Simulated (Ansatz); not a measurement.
## CdSe and its competing phases

Computed with DFT PBE, scalar-relativistic, plane waves, PAW in Ansatz 0.2.0. All cells share a 420 eV cutoff and Γ-centred k meshes spaced at most about 0.3 Å⁻¹ (2π included). No spin polarisation.

The zero of energy is the elements' standard structures at the same level; no fitted shifts are applied.

All energies are static (0 K, no zero-point motion). Weakly bound directions are ill-defined at this level, which has no dispersion term (P6/mmm), and this can change margins and order among such cells. The reference form of Se is held partly by dispersion forces, which this level lacks.

The competitors are the elements and 2 reference phases of this chemical system (from databases or known types: CdSe, CdSe2), relaxed at the same level; other known phases may be missing.

The candidate was reached from: random cell.

```cif
data_structure
_symmetry_space_group_name_H-M 'P 1'
_symmetry_Int_Tables_number 1
_cell_length_a 6.6090
_cell_length_b 6.6090
_cell_length_c 4.8022
_cell_angle_alpha 90.000
_cell_angle_beta 90.000
_cell_angle_gamma 120.000
_cell_volume 181.65
loop_
_atom_site_label
_atom_site_type_symbol
_atom_site_fract_x
_atom_site_fract_y
_atom_site_fract_z
_atom_site_occupancy
Cd1 Cd 0.00000 0.00000 0.50000 1
Se1 Se 0.00000 0.00000 0.00000 1
```

Task: Is it stable, and against what?

Result: Not the lowest form: another structure of the same formula lies lower. Its formation energy is 0.308 eV/atom. The lowest competing phase at this composition is this:

```json
{"phase": "CdSe", "space group": "F-43m (No. 216)", "source": "Materials Project", "share of atoms": "1.0000", "ΔE_f (eV/atom)": "-0.633"}
```

The candidate lies 0.94 eV/atom above this phase. The candidate matches no cell in the subsets of the Crystallography Open Database and the Materials Project at hand. The margin is far too high for a likely synthesis. The Crystallography Open Database lists this formula in another space group (No. 186).
